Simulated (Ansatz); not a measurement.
# C under changes of volume

One of the cells (5.672 Å³/atom); the others are scaled copies at fixed shape and fractional positions:

```
C
1.0
     2.52210    0.00000    0.00000
    -1.26105    2.18420    0.00000
     0.00000    0.00000    8.23710
C
8
Direct
  0.66667 0.33333 0.84375
  0.33333 0.66667 0.34375
  0.66667 0.33333 0.65625
  0.33333 0.66667 0.15625
  0.00000 0.00000 0.90625
  0.00000 0.00000 0.40625
  0.00000 0.00000 0.59375
  0.00000 0.00000 0.09375
```

This is a hexagonal form of diamond, not graphite.

| Property | Result |
| --- | --- |
| Program | Ansatz 0.2.0 |
| Functional | BLYP |
| Dispersion | D4 |
| Potentials or basis | Ansatz PAW |
| Cutoff | 420 eV (not typed: the program's choice for these potentials) |
| k mesh | 12 × 12 × 4 |
| Occupations | fermi-dirac, width 0.05 eV |
| Spin | no spin polarisation |

| volume (Å³/atom) | energy over the lowest point (meV/atom) | pressure (GPa) | gap on the mesh (eV) | largest force (eV/Å) |
| --- | --- | --- | --- | --- |
| 5.332 | ? | ? | ? | ? |
| 5.445 | 14.22 | 19.8 | 4.86 | 0.364 |
| 5.559 | 3.75 | 9.9 | 4.81 | 0.351 |
| 5.672 | 0.00 | 0.9 | 4.75 | 0.338 |
| 5.785 | 2.35 | -7.3 | 4.70 | 0.326 |
| 5.899 | 10.23 | -14.8 | 4.64 | 0.314 |
| 6.012 | 23.13 | -21.6 | 4.59 | 0.303 |

**Question.** What does the run at 5.332 Å³/atom give?

**Answer.** Energy over the lowest point 31.98 meV/atom; pressure 30.7 GPa; gap on the mesh 4.92 eV; largest force 0.379 eV/Å.

Worked out: A Birch-Murnaghan fit of order 3 (a polynomial in V^(-2/3)) to the other rows has its minimum at 5.68 Å³/atom with B0 = V·E''(V) = 426 GPa and B' = 3.7 at fixed shape and positions, which overstates the stiffness. It gives 31.92 meV/atom at 5.332 Å³/atom, against the run's 31.98, and -dE/dV = 30.6 GPa, against 30.7. A straight line through the other rows of the gap, of slope -2.76 eV per unit of ln V, extrapolates to 4.92 eV, against the run's 4.92.

Energies are extrapolated to zero smearing.

Caveats: the PAW data sets come from PBE, with cores solved anew for the run's functional, which leaves a small shift of forces and pressure.

A mesh can miss the band edges.
